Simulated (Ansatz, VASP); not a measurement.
## Two plane-wave programs on V

The input INCAR:

```
SYSTEM = V
PREC = Accurate
ENCUT = 520
EDIFF = 1E-6
ISMEAR = -1
SIGMA = 0.2
LREAL = .False.
LASPH = .True.
NELM = 80
ALGO = Normal
ISIF = 2
LWAVE = .False.
LCHARG = .False.
GGA = CA
NBANDS = 12
```

The input KPOINTS:

```
regular mesh
0
Gamma
  15 15 15
  0 0 0
```

File POSCAR:

```
V
1.0
   -1.4636513664      1.4636513664      1.4636513664
    1.4636513664     -1.4636513664      1.4636513664
    1.4636513664      1.4636513664     -1.4636513664
V
1
Direct
    0.0000000000      0.0000000000      0.0000000000
```

Input for Ansatz:

```yaml
crystal:
  lattice:
    - [-1.4636513664, 1.4636513664, 1.4636513664]
    - [1.4636513664, -1.4636513664, 1.4636513664]
    - [1.4636513664, 1.4636513664, -1.4636513664]
  atoms:
    - { symbol: V, position: [0.0, 0.0, 0.0] }
hamiltonian:
  xc: lda
  pseudopotentials:
    kind: paw
    azcp:
      V: "pseudopotentials/V.paw.azcp"
basis:
  ecutwfc: 420
  fft_grid_basis: typed
kpoints:
  mp_grid: { grid: [15, 15, 15], shift: [0, 0, 0] }
magnetization:
  spin_polarized: false
scf:
  occupations: { method: fermi_dirac, width: 0.2 }
  lower_state_search: "off"
output:
  stress: true
```

Alike in both runs: task single point; functional LDA; k mesh 15 × 15 × 15; occupations fermi-dirac, width 0.2 eV; no spin polarisation.

|  | VASP | Ansatz |
| --- | --- | --- |
| version | VASP 6.6.1 | Ansatz 0.2.0 |
| potentials or method | VASP PAW LDA potentials, release 64 (V_sv) | plane waves (420 eV) with PAW, scalar-relativistic |
| plane-wave cutoff (eV) | 520 | 420 |
| valence electrons in the cell | 13 | 13 |

Ansatz gave:

- pressure (GPa): 1.0

Task: What did VASP give for the same quantities?

Result: Pressure (GPa): 1.5.

Ansatz warned: «pseudo_functional_mismatch».
